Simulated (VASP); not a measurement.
# InP (strained zincblende): one PBE single-point calculation in two programs

```cif
data_structure
_symmetry_space_group_name_H-M 'P 1'
_symmetry_Int_Tables_number 1
_cell_length_a 4.1355
_cell_length_b 4.1355
_cell_length_c 4.1355
_cell_angle_alpha 60.000
_cell_angle_beta 60.000
_cell_angle_gamma 60.000
_cell_volume 50.01
loop_
_atom_site_label
_atom_site_type_symbol
_atom_site_fract_x
_atom_site_fract_y
_atom_site_fract_z
_atom_site_occupancy
In1 In 0.00000 0.00000 0.00000 1
P1 P 0.25000 0.25000 0.25000 1
```

Datasets and cutoffs are each program's own. VASP's cell holds 18 valence electrons and Ansatz's 18. Ansatz's stress includes a Pulay correction; VASP's doesn't.

Cutoffs: 520 eV in VASP, 420 eV in Ansatz. k meshes: 8×8×8 and 8×8×8.

```csv
,VASP,Ansatz
gap between bands v and c,0.75 eV,0.75 eV
least direct gap,0.75 eV,0.75 eV
pressure,3.8 GPa,3.8 GPa
```

Band v is the last that the valence electrons fill when counted band by band, and c is the next. Levels in eV from the top of v, Ansatz:

| point | v−1 | v | c | c+1 |
| --- | --- | --- | --- | --- |
| Γ | 0.00 | 0.00 | 0.75 | 4.09 |
| X | -2.34 | -2.34 | 1.75 | 2.27 |
| K | -3.33 | -1.96 | 2.36 | 4.40 |
| L | -0.98 | -0.98 | 1.52 | 4.81 |
| W | -2.98 | -2.94 | 4.29 | 4.41 |

VASP:

```json
{"point": "Γ", "v−1": "0.00", "v": "0.00", "c": "0.75", "c+1": "4.09"}
{"point": "X", "v−1": "-2.34", "v": "-2.34", "c": "1.75", "c+1": "2.27"}
{"point": "K", "v−1": "-3.33", "v": "-1.96", "c": "2.36", "c+1": "4.40"}
{"point": "L", "v−1": "-0.98", "v": "-0.98", "c": "1.52", "c+1": "4.81"}
{"point": "W", "v−1": "-2.98", "v": "-2.94", "c": "4.29", "c+1": "4.41"}
```
